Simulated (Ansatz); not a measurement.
## KCl (Sylvite) under changes of volume

One of the cells (31.151 Å³/atom); the others are scaled copies at fixed shape and fractional positions:

```
K Cl
1.0
     0.00000    3.14647    3.14647
     3.14647    0.00000    3.14647
     3.14647    3.14647    0.00000
K Cl
1 1
Direct
  0.00000 0.00000 0.00000
  0.50000 0.50000 0.50000
```

- Program: Ansatz 0.2.0
- Functional: LDA
- Potentials or basis: Ansatz PAW
- Cutoff: 420 eV (not typed: the program's choice for these potentials)
- k mesh: 7 × 7 × 7
- Occupations: fermi-dirac, width 0.05 eV
- Spin: no spin polarisation

```csv
volume (Å³/atom),energy over the lowest point (meV/atom),pressure (GPa),gap on the mesh (eV)
29.282,0.00,-0.9,4.95
29.905,4.43,-1.3,4.88
30.528,10.26,-1.7,4.81
31.151,17.33,-2.0,4.74
31.774,25.46,-2.2,4.68
32.397,?,?,?
33.020,44.39,-2.6,4.56
```

Question: What does the run at 32.397 Å³/atom give?

Answer: Energy over the lowest point 34.52 meV/atom; pressure -2.4 GPa; gap on the mesh 4.62 eV.

Worked out: A Birch-Murnaghan fit of order 3 (a polynomial in V^(-2/3)) to the other rows has no minimum within the range. It gives 34.52 meV/atom at 32.397 Å³/atom, against the run's 34.52, and -dE/dV = -2.4 GPa, against -2.4. A straight line through the other rows of the gap, of slope -3.26 eV per unit of ln V (its deformation potential), gives 4.62 eV, against the run's 4.62.

Energies are extrapolated to zero smearing.

Caveats: odd divisions of the mesh miss points on the zone boundary, where band edges often lie, so the gap on the mesh can be too wide; the PAW data sets come from PBE, with cores solved anew for the run's functional, which leaves a small shift of forces and pressure.

A mesh can miss the band edges.
